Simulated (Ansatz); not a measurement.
A calculation with Ansatz 0.2.0 of Ni (native input, structure typed inline):

File input.yaml:

```yaml
crystal:
  lattice:
    - [2.4480228978, 0.0, 0.0]
    - [-1.2240114489, 2.1200500186, 0.0]
    - [0.0, 0.0, 4.07280757]
  atoms:
    - { symbol: Ni, position: [0.6666666667, 0.3333333333, 0.75] }
    - { symbol: Ni, position: [0.3333333333, 0.6666666667, 0.25] }
hamiltonian:
  xc: r2scan
  pseudopotentials: { kind: paw, partial_waves: polarizable }
  dispersion: d3bj
  hubbard:
    sites: [{ species: Ni, l: d, u_eff: 1.0 }]
    projectors: ortho-atomic
    double_counting: fll
magnetization:
  spin_polarized: true
kpoints:
  mp_grid: { grid: [12, 12, 7] }
scf:
  occupations: { method: fermi_dirac, width: 0.05 }
output:
  forces: true
  stress: true
  eigenvalues: true
  xc_energy_on_converged_density: [lda, pbe, pbesol, rpbe, revpbe, blyp]
  write_density: true
  write_potential: true
  elf: true
  volumetric_format: npy
```

Potentials or basis: Ansatz PAW polarizable.

The run is started by

```console
$ ansatz run input.yaml --threads 2 --pin off --max-ram 5120MiB --backend cpu --events-out ev --progress --plain --runs-dir out
```

This isn't the form of Ni at room conditions, which is fcc.

**Question.** Write the same calculation in another form: ASE script, structure from a POSCAR.

**Answer.** As run:

run.py

```python
import json

import ase.io
import numpy as np

import ansatz as az

atoms = ase.io.read("POSCAR", format="vasp")

calculation = (
    az.Crystal.from_ase(atoms)
    .calculation()
    .kpoints(12, 12, 7)
    .functional("r2scan", dispersion="d3bj")
    .pseudopotentials(kind="paw", partial_waves="polarizable")
    .hubbard(projectors="ortho-atomic", double_counting="fll")
    .hubbard("Ni", "d", u_eff=1.0)
    .spin("collinear")
    .occupations(method="fermi_dirac", width=0.05)
    .density()
    .potential()
    .output_files(volumetric_format="npy")
    .electron_localization_function()
    .xc_energy_on_converged_density(("lda", "pbe", "pbesol", "rpbe", "revpbe", "blyp"))
    .forces()
    .stress()
    .band_table(publish=True)
)
outcome = calculation.run(threads=2, events_out="events.jsonl")

report = outcome.report
for line in open("events.jsonl"):
    event = json.loads(line)
    if event["event"] == "scf_iter":
        d = event["data"]
        print(f"SCF {d['iter']:3d}  HF = {d['harris_foulkes_ev']:.6f} eV  dr2 = {d['dr2_ev']:.2e} eV")
    elif event["event"] in ("relax_step", "md_step"):
        d = event["data"]
        print(f"{event['event']} {d['step']:3d}  E = {d['lagrangian_ev']:.6f} eV")
np.set_printoptions(precision=5, suppress=True, linewidth=110)
print("converged:", report["converged"], "after", report["n_iterations"], "iterations")
print(f"free energy {report['free_energy_ev']:.6f} eV, Fermi level {report['fermi_energy_ev']:.4f} eV")
for key in ("band_edges_ev", "magnetization_mub", "site_moments_mub", "site_moments_nc_mub", "forces_ev_ang",
                "stress_gpa", "kpoints_frac", "eigenvalues_ev"):
    if report.get(key) is not None:
        print(key, np.array(report[key]), sep="\n")
```

File POSCAR:

```
Ni
1.0
    2.4480228978      0.0000000000      0.0000000000
   -1.2240114489      2.1200500186      0.0000000000
    0.0000000000      0.0000000000      4.0728075700
Ni
2
Direct
    0.6666666667      0.3333333333      0.7500000000
    0.3333333333      0.6666666667      0.2500000000
```

Potentials or basis: Ansatz PAW polarizable.

Command:

```bash
$ python run.py
```

Both were run:

|  | native input, structure typed inline | ASE script, structure from a POSCAR |
| --- | --- | --- |
| Pressure | -2.5 GPa | -2.5 GPa |
| Band gap on the k mesh | none (metal or under the smearing width) | none (metal or under the smearing width) |
| Net moment | 1.52 μB per cell | 1.52 μB per cell |
| Absolute moment | 1.86 μB per cell | 1.86 μB per cell |
| Site moments | Ni +0.83 μB | Ni +0.83 μB |

Keys that steer only the numerical path or the files written may differ.

Caveat: the magnetic or orbital state may not be the lowest; the PAW data sets were made with another functional, which shifts forces and pressure a little; pairwise dispersion overbinds metals, which lowers pressure and volume; the U is typed as a test and isn't derived for this compound; the dispersion damping was fitted for another functional or another form of the correction.
